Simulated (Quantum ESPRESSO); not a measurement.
# E(M) of V3Pt, part 2 of 2

How stiff is the total moment of V3Pt, and does E(M) have further minima?

Quantum ESPRESSO 7.5; PBE; plane waves with GBRV 1.5 PBE potentials, no spin-orbit coupling.

So far: The starting structure; The free run; Moment fixed at 0 μB.

### Step 4. Moment fixed at 0.4 μB

The input, pw.py:

```python
from ase import Atoms
from ase.calculators.espresso import Espresso, EspressoProfile

atoms = Atoms(['V', 'V', 'V', 'Pt'],
    cell=[[3.918, 0.0, 0.0],
         [0.0, 3.918, 0.0],
         [0.0, 0.0, 3.918]],
    scaled_positions=[[0.0, 0.5, 0.5],
         [0.5, 0.0, 0.5],
         [0.5, 0.5, 0.0],
         [0.0, 0.0, 0.0]],
    pbc=True,
    magmoms=[0.1176, 0.1176, 0.1176, 0.0471])
input_data = {
    'control': {'calculation': 'scf', 'prefix': 'pwscf', 'outdir': './tmp', 'disk_io': 'nowf'},
    'system': {'ecutwfc': 30.0, 'ecutrho': 210.0, 'nbnd': 38, 'occupations': 'smearing', 'smearing': 'fd', 'degauss': 0.00734986, 'nspin': 2, 'tot_magnetization': 0.4},
    'electrons': {'conv_thr': 8e-09, 'electron_maxstep': 150, 'mixing_beta': 0.3},
}
atoms.calc = Espresso(
    profile=EspressoProfile(command='mpirun -n 2 pw.x -nk 2', pseudo_dir='pseudo'),
    pseudopotentials={'V': 'v_pbe_v1.4.uspp.F.UPF', 'Pt': 'pt_pbe_v1.4.uspp.F.UPF'},
    input_data=input_data,
    kpts=(8, 8, 8),
    koffset=(0, 0, 0))
atoms.get_potential_energy()
energy = atoms.calc.results['free_energy']
print(f'free energy: {energy:.6f} eV')
print('site moments (muB):', atoms.get_magnetic_moments().round(3))
```

Started as:

```sh
> OMP_NUM_THREADS=1 python3 pw.py > pw.log
```

Output:

```text
     [... lines left out ...]
free energy: -8788.755496 eV
site moments (muB): [0.115 0.115 0.115 0.009]
--- espresso.pwo ---
Program PWSCF v.7.5 starts
     [... lines left out ...]
     number of atoms/cell      =            4
     [... lines left out ...]
     number of electrons       =        55.00 (up:  27.70, down:  27.30)
     number of Kohn-Sham states=           38
     kinetic-energy cutoff     =      30.0000  Ry
     charge density cutoff     =     210.0000  Ry
     scf convergence threshold =      8.0E-09
     [... lines left out ...]
     48 Sym. Ops., with inversion, found
     [... lines left out ...]
     number of k points=    35  Fermi-Dirac smearing, width (Ry)=  0.0073
     [... lines left out ...]
     iteration # 16     ecut=    30.00 Ry     beta= 0.30
     [... lines left out ...]
     Magnetic moment per site  (integrated on atomic sphere of radius R)
     atom   1 (R=0.292)  charge= 11.5026  magn=  0.1147
     atom   2 (R=0.292)  charge= 11.5026  magn=  0.1147
     atom   3 (R=0.292)  charge= 11.5026  magn=  0.1147
     atom   4 (R=0.292)  charge= 14.0772  magn=  0.0088
     [... lines left out ...]
     the spin up/dw Fermi energies are    16.8501   16.8372 ev
!    total energy              =    -645.96167097 Ry
     estimated scf accuracy    <          5.7E-10 Ry
     smearing contrib. (-TS)   =      -0.01644807 Ry
     [... lines left out ...]
     total magnetization       =     0.40 Bohr mag/cell
     absolute magnetization    =     0.40 Bohr mag/cell
     convergence has been achieved in  16 iterations
```

Elapsed: 30 s, on 2 MPI ranks of Arm Neoverse V2, shared host; peak memory 0.31 GiB; 59 s of CPU time.

Spin moment in the atom's sphere by atom:

| atom | spin moment in the atom's sphere (μB) |
| --- | --- |
| V1 | 0.115 |
| V2 | 0.115 |
| V3 | 0.115 |
| Pt4 | 0.009 |

This step gave:

```
magnetization                                 : 0.4 μB
absolute magnetization                        : 0.4 μB
half the difference of the two Fermi energies : 6.4 meV
```

### Step 5. Moment fixed at 0.801 μB

Changes to pw.py since step 4:

```diff
@@ -12,6 +12,6 @@
     pbc=True,
-    magmoms=[0.1176, 0.1176, 0.1176, 0.0471])
+    magmoms=[0.2356, 0.2356, 0.2356, 0.0942])
 input_data = {
     'control': {'calculation': 'scf', 'prefix': 'pwscf', 'outdir': './tmp', 'disk_io': 'nowf'},
-    'system': {'ecutwfc': 30.0, 'ecutrho': 210.0, 'nbnd': 38, 'occupations': 'smearing', 'smearing': 'fd', 'degauss': 0.00734986, 'nspin': 2, 'tot_magnetization': 0.4},
+    'system': {'ecutwfc': 30.0, 'ecutrho': 210.0, 'nbnd': 38, 'occupations': 'smearing', 'smearing': 'fd', 'degauss': 0.00734986, 'nspin': 2, 'tot_magnetization': 0.801},
     'electrons': {'conv_thr': 8e-09, 'electron_maxstep': 150, 'mixing_beta': 0.3},
```

Started as:

```sh
> OMP_NUM_THREADS=1 python3 pw.py > pw.log
```

Output:

```text
     [... lines left out ...]
free energy: -8788.751242 eV
site moments (muB): [0.229 0.229 0.229 0.019]
--- espresso.pwo ---
Program PWSCF v.7.5 starts
     [... lines left out ...]
     number of atoms/cell      =            4
     [... lines left out ...]
     number of electrons       =        55.00 (up:  27.90, down:  27.10)
     number of Kohn-Sham states=           38
     kinetic-energy cutoff     =      30.0000  Ry
     charge density cutoff     =     210.0000  Ry
     scf convergence threshold =      8.0E-09
     [... lines left out ...]
     48 Sym. Ops., with inversion, found
     [... lines left out ...]
     number of k points=    35  Fermi-Dirac smearing, width (Ry)=  0.0073
     [... lines left out ...]
     iteration # 18     ecut=    30.00 Ry     beta= 0.30
     [... lines left out ...]
     Magnetic moment per site  (integrated on atomic sphere of radius R)
     atom   1 (R=0.292)  charge= 11.5026  magn=  0.2291
     atom   2 (R=0.292)  charge= 11.5026  magn=  0.2291
     atom   3 (R=0.292)  charge= 11.5026  magn=  0.2291
     atom   4 (R=0.292)  charge= 14.0776  magn=  0.0188
     [... lines left out ...]
     the spin up/dw Fermi energies are    16.8579   16.8273 ev
!    total energy              =    -645.96135833 Ry
     estimated scf accuracy    <          2.6E-09 Ry
     smearing contrib. (-TS)   =      -0.01603770 Ry
     [... lines left out ...]
     total magnetization       =     0.80 Bohr mag/cell
     absolute magnetization    =     0.80 Bohr mag/cell
     convergence has been achieved in  18 iterations
```

The job ended after 34 s (2 MPI ranks; peak memory 0.31 GiB; 66 s of CPU time).

Numbers from this step:

```yaml
magnetization: 0.801 μB
absolute_magnetization: 0.802 μB
half_the_difference_of_the_two_fermi_energies: 15.3 meV
largest_moment: 0.2291 μB
```

### Step 6. All moments

The runs not shown differ in the target, the start and the number of states alone. The point at 0.00 μB is the free run, entered with slope zero.

The energy over the lowest by total spin moment:

| total spin moment (μB a cell) | energy over the lowest (meV a cell) |
| --- | --- |
| 0.000 | 0 |
| 0.002 | 0 |
| 0.400 | 1.25 |
| 0.801 | 5.50 |
| 1.201 | 14.0 |
| 1.601 | 27.9 |
| 2.002 | 48.3 |
| 2.402 | 75.9 |

dE/dM against total spin moment:

| total spin moment (μB a cell) | dE/dM (meV/μB) |
| --- | --- |
| 0.000 | -0.00253 |
| 0.002 | 0 |
| 0.400 | 6.45 |
| 0.801 | 15.3 |
| 1.201 | 27.6 |
| 1.601 | 42.6 |
| 2.002 | 59.5 |
| 2.402 | 78.8 |

Table of largest site moment by total spin moment:

| total spin moment (μB a cell) | largest site moment (μB) |
| --- | --- |
| 0.000 | 5.3e-6 |
| 0.002 | 6.0e-4 |
| 0.400 | 0.115 |
| 0.801 | 0.229 |
| 1.201 | 0.342 |
| 1.601 | 0.453 |
| 2.002 | 0.564 |
| 2.402 | 0.674 |

### Step 7. What came out

- moment of the free run: 0.00 μB a cell

**Reading.** The energy is least at zero total moment. The points show one minimum alone. All runs start parallel; opposed orders may lie lower. Energies are free energies at an electronic temperature of 1160 K, which lowers moments and differences where the moments are itinerant. The cutoff lies under the 40 Ry that these files are usually run at.

[Logs and program files are shortened in this print: banners, set-up blocks, solver, clock and traceback lines can be left out without a mark of their own.]

[Logs are printed without paths, hosts, clocks, repeated set-up lines and the standing remarks that a program may print on its own settings, such as how far it seeks lower states.]

[Hosts, paths, dates, database ids (printed as entryN), source tags and the programs' standing remarks are cut or masked in the printed files.]

[Where a cell is said to come from a database of computed structures, the database is the Materials Project.]
